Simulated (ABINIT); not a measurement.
Runs of ABINIT 10.8.3 (patched build) on Mo. The structure is cubic, space group Im-3m (No. 229). Conventional cell: a = 3.168 Å, b = 3.168 Å, c = 3.168 Å, α = 90.00°, β = 90.00°, γ = 90.00°. Mo (site symmetry m-3m) is surrounded by 8 Mo at 2.74 Å. 

| task | level | potentials or basis | cell | k mesh | cutoff (eV) | smearing | fine-grid cutoff | stop of the response cycle (tolvrs) | q points | q points (reduced) | bands in the sums | gap on the mesh (eV) | pressure (GPa) |
| --- | --- | --- | --- | --- | --- | --- | --- | --- | --- | --- | --- | --- | --- |
| positron lifetime | PBEsol | JTH PAW PBE v2.0 | as given | 8 × 8 × 8 | 354 | cold (ABINIT) 0.136 eV | 707.496 eV | - | - | - | - | none | (b) |
| positron lifetime | LDA | JTH PAW LDA v2.0 | as given | 8 × 8 × 8 | 354 | fermi-dirac 0.136 eV | 707.496 eV | - | - | - | - | none | -13.8 |
| phonons at a zone-boundary q | PBE+D3 | PseudoDojo NC SR PBE v0.4.1 standard | as given | 14 × 14 × 14 | 952 | cold (ABINIT) 0.2 eV | - | 1e-09 | ["N", "H"] | [[0.0, 0.0, 0.5], [0.5, -0.5, 0.5]] | - | none | -8.7 |
| optical spectrum | LDA | PseudoDojo NC SR LDA v0.4.1 standard | as given | 16 × 16 × 16, with 2 shifts | 952 | cold (ABINIT) 0.1 eV | - | - | - | - | 15 | - | -14.6 |
| single point | PBE+D3 | PseudoDojo NC SR PBE v0.4.1 standard | as given | 9 × 9 × 9 | 952 | fermi-dirac 0.05 eV | - | - | - | - | - | none | -9.7 |
| positron lifetime | PBE | JTH PAW PBE v2.0 | as given | 8 × 8 × 8 | 354 | fermi-dirac 0.2 eV | 707.496 eV | - | - | - | - | none | -1.3 |
| optical spectrum | LDA | PseudoDojo NC SR LDA v0.4.1 standard | as given | 16 × 16 × 16, with 2 shifts | 952 | methfessel-paxton 0.136 eV | - | - | - | - | 19 | - | -14.6 |
| single point | PBEsol | PseudoDojo NC SR PBEsol v0.4.1 standard | as given | 9 × 9 × 9 | 980 | fermi-dirac 0.05 eV | - | - | - | - | - | none | -10.1 |
| relaxation of cell and atoms | PBE | SPMS NC PBE v1.0 | relaxed | 9 × 9 × 9 | 599 | fermi-dirac 0.05 eV | - | - | - | - | - | none | 0.0 |
| single point | LDA | PseudoDojo NC SR LDA v0.4.1 standard | as given | 9 × 9 × 9 | 952 | fermi-dirac 0.05 eV | - | - | - | - | - | none | (a) |
| optical spectrum | PBEsol | PseudoDojo NC SR PBEsol v0.4.1 standard | as given | 16 × 16 × 16, with 2 shifts | 980 | methfessel-paxton 0.136 eV | - | - | - | - | 19 | - | -9.7 |

Alike in all rows: no spin polarisation.

Estimate the missing entries.

(a) -15.0; (b) -8.4.

Caveats: the PAW basis is incomplete for the positron (some runs); the intraband (Drude) term is left out (some runs); spectra need much finer meshes, so this one isn't converged (some runs); pairwise dispersion overbinds metals, which lowers pressure and volume (some runs); the PAW data sets were made with another functional, which shifts forces and pressure a little (some runs).

A k mesh can miss the band edges, and the runs leave out spin-orbit coupling on Mo.

A gap of «none» marks a metal or a gap under the smearing width.

Not every run made on this cell is shown here.
